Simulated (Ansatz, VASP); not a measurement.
**Ge: VASP beside Ansatz**

INCAR

```
ALGO = Normal
EDIFF = 1E-6
ENCUT = 520
GGA = PS
ISIF = 2
ISMEAR = -1
LASPH = True
LCHARG = False
LREAL = False
LWAVE = False
NBANDS = 36
NELM = 60
PREC = Accurate
SIGMA = 0.05
```

Contents of KPOINTS:

```
k-points
0
Gamma
  7 7 7
```

Contents of POSCAR:

```
Ge
1.0
    0.0000000000      2.8857400000      5.1156650000
    2.6304970000      0.0000000000      5.1156650000
    2.6304970000      2.8857400000      0.0000000000
Ge
4
Direct
    0.7264900000      0.2735100000      0.7264900000
    0.2735100000      0.7264900000      0.2735100000
    0.2181330000      0.2181330000      0.7818670000
    0.7818670000      0.7818670000      0.2181330000
```

input.yaml

```yaml
crystal:
  lattice:
    - [0.0, 2.88574, 5.115665]
    - [2.630497, 0.0, 5.115665]
    - [2.630497, 2.88574, 0.0]
  atoms:
    - { symbol: Ge, position: [0.72649, 0.27351, 0.72649] }
    - { symbol: Ge, position: [0.27351, 0.72649, 0.27351] }
    - { symbol: Ge, position: [0.218133, 0.218133, 0.781867] }
    - { symbol: Ge, position: [0.781867, 0.781867, 0.218133] }
kpoints:
  mp_grid: { grid: [7, 7, 7] }
  band_path:
    path:
      - [0.0, 0.0, 0.0]
      - [0.5, 0.0, 0.5]
      - [0.5, 0.1083705569, 0.6083705569]
      - [0.0286819066, 0.5, 0.5286819066]
      - [0.0, 0.5, 0.5]
      - [0.0, 0.0, 0.0]
      - [0.5, 0.5, 0.0]
      - [0.9713180934, 0.5, 0.4713180934]
    npoints: 12
scf:
  occupations: { method: fermi_dirac, width: 0.05 }
hamiltonian:
  xc: pbesol
  pseudopotentials: { kind: all_electron, datasets: crystal }
output:
  forces: true
  stress: true
  eigenvalues: true
```

Alike in both runs: functional PBEsol; k mesh 7 × 7 × 7; occupations fermi-dirac, width 0.05 eV; no spin polarisation.

|  | VASP | Ansatz |
| --- | --- | --- |
| version | VASP 6.6.1 | Ansatz 0.2.0 |
| potentials or method | VASP PAW PBE potentials, release 64 (Ge_d) | all-electron PAW datasets made for the crystal |
| plane-wave cutoff (eV) | 520 | see its input |
| task | single point | band structure |

VASP gave:

- gap on the k mesh at the Fermi level (eV): none
- pressure (GPa): -3.7
- largest component of the traceless stress (GPa): 0.52
- rms of the force components (eV/Å): 0.024

Problem. What did Ansatz give for the same quantities?

Solution. gap on the k mesh at the Fermi level (eV): none; pressure (GPa): -3.5; largest component of the traceless stress (GPa): 0.51; rms of the force components (eV/Å): 0.024.

Atom by atom the forces differ by 0.001 eV/Å (rms over components). A gap of «none» marks a metal or a gap that the smearing closes. Ansatz ran all-electron here, so the differences hold the error of VASP's frozen core and of both bases.

Caveats: the PAW data sets were made with another functional, which shifts forces and pressure a little (VASP).
